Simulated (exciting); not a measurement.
Consider GaN, space group F-43m.

```xyz
2
Lattice="0.0000 2.2535 2.2535 2.2535 0.0000 2.2535 2.2535 2.2535 0.0000" Properties=species:S:1:pos:R:3 pbc="T T T"
Ga    0.0000    0.0000    0.0000
N     1.1268    1.1268    1.1268
```

Absorber: atom 1, with 4 N at 1.95 Å (tetrahedral, site symmetry -43m). Method: exciting, all-electron LAPW+lo, LDA, exchange and screened direct term (singlet BSE), 6×6×6 shifted k points, 11 conduction bands, |G+q| up to 3 bohr⁻¹, full RPA screening with nempty = 30, Lorentzian half width 0.91 eV.

**Question.** Predict the Ga K near-edge structure at this level.

Bound core exciton? No bright one: the first bright state (over 5 % of the brightest) lies at 1.27 eV from the Kohn–Sham onset and at 0.73 eV from the lowest bare transition of its own mesh; weaker or dark states reach down to 0.13 eV. Maxima (height): 2.2 eV (0.48), 7.0 eV (1.00) and 11.7 eV (0.38).

Energy from the Kohn–Sham onset, core level to the lowest empty state found on the meshes used; Im ε in relative units:

```csv
E (eV),Im ε
-4.5,0.03
-4.0,0.03
-3.5,0.03
-3.0,0.04
-2.5,0.04
-2.0,0.05
-1.5,0.06
-1.0,0.08
-0.5,0.10
0.0,0.14
0.5,0.21
1.0,0.32
1.5,0.43
2.0,0.48
2.5,0.47
3.0,0.46
3.5,0.45
4.0,0.48
4.5,0.55
5.0,0.63
5.5,0.69
6.0,0.78
6.5,0.91
7.0,1.00
7.5,0.90
8.0,0.72
8.5,0.58
9.0,0.50
9.5,0.43
10.0,0.38
10.5,0.36
11.0,0.37
11.5,0.38
12.0,0.37
12.5,0.35
13.0,0.31
13.5,0.28
14.0,0.25
14.5,0.24
15.0,0.25
15.5,0.28
16.0,0.31
16.5,0.35
17.0,0.38
17.5,0.42
18.0,0.47
18.5,0.54
```

A mesh of 216 points doesn't converge binding energies. The kernel cutoff is low for a compact core orbital, so the effect of exchange is a lower bound. The zero comes from the unshifted 6×6×6 ground-state mesh; it is exact only where the band minimum lies on that mesh. The structure is a Materials Project entry, computed there, and may be a hypothetical form.

[Banner, clock and machine lines of the logs are left out without a mark of their own.]

[Logs are printed without paths, hosts, clocks, repeated set-up lines and the standing remarks that a program may print on its own settings, such as how far it seeks lower states.]

[Hosts, paths, dates, database ids (printed as entryN), source tags and the programs' standing remarks are cut or masked in the printed files.]
